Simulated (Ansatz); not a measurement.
An Ansatz input:

```yaml
crystal:
  lattice:
    - [-3.2508322597, 2.8781730232, 1.4998732306]
    - [2.8781730232, -3.2508322597, 1.4998732306]
    - [3.9419127816, 3.9419127816, -2.1823993047]
  atoms:
    - { symbol: Te, position: [0.0581991006, 0.9418008994, 0.0] }
    - { symbol: Te, position: [0.6918008994, 0.3081991006, 0.5] }
hamiltonian:
  xc: pbe
  pseudopotentials:
    kind: paw
    azcp:
      Te: "pseudopotentials/Te.paw.azcp"
basis:
  ecutwfc: 420
  fft_grid_basis: typed
kpoints:
  mp_grid: { grid: [14, 14, 7], shift: [0, 0, 0] }
magnetization:
  spin_polarized: false
scf:
  occupations: { method: fermi_dirac, width: 0.1 }
  lower_state_search: "off"
output:
  stress: true
```

and its output:

```
Engine: ansatz 0.2.0, x86_64-unknown-linux-gnu
Pseudopotentials: kind: paw
Pseudopotential: Te, paw, valence charge 16, recommended cutoff 420 eV (normal) 
Functional definition: PBE
  parameter kappa = 0.804
  parameter beta = 0.06672455060314922
  exchange = pbe_x(kappa = kappa, mu = beta*pi^2/3)
  correlation = pbe_c(beta = beta)
Crystal: 2 atoms, lattice volume = 67.489 Å³
Basis set: ecut = 420 eV, 1331 PW (Γ)
Bands: 20, of which v1, the nominal top of the filled ones, is band 16 counted from 1 (15 counted from 0)
Symmetry: 4 space group operations
Space group: C2/c (ITA 15), of the structure as read, at distance tolerance 4.1e-5 Å
k-points: 372 of 1372
Non-local potential: Te, projectors of the file, l = 0: 2, l = 1: 2, l = 2: 2, l = 3: 2
PAW form: soft (Blöchl's): semilocal exchange-correlation on the pseudo side does not see the compensation charge
PAW one-centre angular grid: Te, 590 points (default); XC on 64 Gauss nodes
Initial density: superposition of atomic densities (neutral atoms: chi_scale 0, normalization atom), corrected by the library's trained network
Initial wavefunctions: pseudopotential atomic-orbital guess
Functional: x = pbe(κ = 0.804, μ = 0.2195149727645171), c = pbe(β = 0.06672455060314922)
SCF iter   1: F=—  HF=-13959.538715 eV  |F-HF|=—  |Δ(HF+E_count)|=         —  Δρ=2.17e-3  dr2=3.22e-3  ethr=1.77e-3  ⟨swp⟩=6.3  Hψ=38433  notcnv=0
SCF iter   2: F=—  HF=-13959.537575 eV  |F-HF|=—  |Δ(HF+E_count)|=   1.14e-3  Δρ=1.25e-3  dr2=1.23e-3  ethr=1.01e-5  ⟨swp⟩=2.9  Hψ=17064  notcnv=0
SCF iter   3: F=—  HF=-13959.537665 eV  |F-HF|=—  |Δ(HF+E_count)|=   9.04e-5  Δρ=4.22e-4  dr2=1.46e-4  ethr=3.84e-6  ⟨swp⟩=2.7  Hψ=12305  notcnv=0
SCF iter   4: F=—  HF=-13959.537640 eV  |F-HF|=—  |Δ(HF+E_count)|=   2.54e-5  Δρ=1.77e-4  dr2=2.31e-5  ethr=4.57e-7  ⟨swp⟩=3.0  Hψ=13558  notcnv=0
SCF iter   5: F=—  HF=-13959.537647 eV  |F-HF|=—  |Δ(HF+E_count)|=   6.91e-6  Δρ=4.91e-5  dr2=1.97e-6  ethr=7.21e-8  ⟨swp⟩=2.0  Hψ=13386  notcnv=0
SCF iter   6: F=—  HF=-13959.537649 eV  |F-HF|=—  |Δ(HF+E_count)|=   2.21e-6  Δρ=1.69e-5  dr2=2.36e-7  ethr=6.15e-9  ⟨swp⟩=2.0  Hψ=9730  notcnv=0
SCF iter   7: F=-13959.537649 eV  HF=-13959.537649 eV  |F-HF|=2.10e-8  |Δ(HF+E_count)|=   1.74e-8  Δρ=5.61e-6  dr2=3.33e-8  ethr=3.13e-10  ⟨swp⟩=5.0  Hψ=25597  notcnv=0
SCF 1 converged in 7 iterations: F = -13959.537649 eV  dr2 = 3.33e-8
SCF converged after 7 iterations
Free energy (F): -13959.537649 eV
Harris-Foulkes:  -13959.537649 eV  (|F-HF|=2.10e-8)
Internal energy: -13959.508505 eV  (E = F + TS)
E sigma→0 (E₀):  -13959.523077 eV
Entropy (-TS):   -0.029144 eV (-14.572 meV/atom)
Fermi energy:    8.885746 eV
--- Per-component energies (eV) ---
  E_band       = -532.219574
  E_kinetic    = 362.733557
  E_local      = -2698.981926  (includes V_loc(G=0)·N_el)
  E_nonlocal   = -620.545999
  E_hartree    = 1696.282253
  E_xc         = -249.271830
  E_vxc        = -209.093228  (∫ρ·V_xc dr)
  E_paw        = -9324.118692  (= ΣΔE_a)
  E_vpaw       = -758.897360  (= ΣTr[D̂ρ^β])
  E_aug_tail   = -0.000379  (compensation charges beyond the density's cutoff)
  E_ewald      = -3125.605489
  E_smearing   = -0.029144  (= −TS)
  E_closure    = -0.000000  (closes the sum)
  Σ components = -13959.537649   (vs F -13959.537649, Δ=0.00e0)
--- Stress (GPa, compression-positive) ---
        5.976077       4.057042       0.266428
        4.057042       5.976077       0.266428
        0.266428       0.266428       7.570016
  P = ⅓ Tr σ = 6.5074 GPa (65.074 kbar)
```

Command:

```sh
ansatz run input.yaml --threads 1 --pin off --max-ram 3584MiB --backend cpu --events-out ev --progress --plain --runs-dir out
```

On 1 thread of Intel(R) Xeon(R) Platinum 8259CL CPU @ 2.50GHz (Skylake/Cascade Lake) (shared host) this took about 36 s of wall time and 36 s of CPU time.
